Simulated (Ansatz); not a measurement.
**ZrB2: equation of state with LDA**

Crystal: ZrB2.

```
Zr B
1.0
     3.17000    0.00000    0.00000
    -1.58500    2.74530    0.00000
     0.00000    0.00000    3.53300
Zr B
1 2
Direct
  0.00000 0.00000 0.00000
  0.66667 0.33333 0.50000
  0.33333 0.66667 0.50000
```

```json
{
 "Program": "Ansatz 0.2.0",
 "Task": "equation of state",
 "Functional": "LDA",
 "Potentials or basis": "all-electron LAPW, scalar-relativistic",
 "Basis error allowed": "0.002 eV/atom",
 "k mesh": "10 × 10 × 8",
 "Occupations": "fermi-dirac, width 0.05 eV",
 "Spin": "no spin polarisation"
}
```

- Equilibrium volume: 9.89 Å³/atom
- Bulk modulus at fixed shape and positions: 261 GPa
- Pressure derivative of the bulk modulus: 3.9

Energy against volume, from the lowest point:
```csv
volume (Å³/atom),energy (meV/atom)
9.634,5.29
9.839,0.00
10.044,1.81
10.249,10.05
10.454,24.08
10.659,43.36
10.864,67.37
```

All runs of the series together: 36 s on 2 threads of Arm Neoverse V2, with other jobs on the host.

Caveat: the cell was scaled at fixed shape and fractional positions, which overstates the stiffness of a crystal with free parameters, most of all of layers and chains.
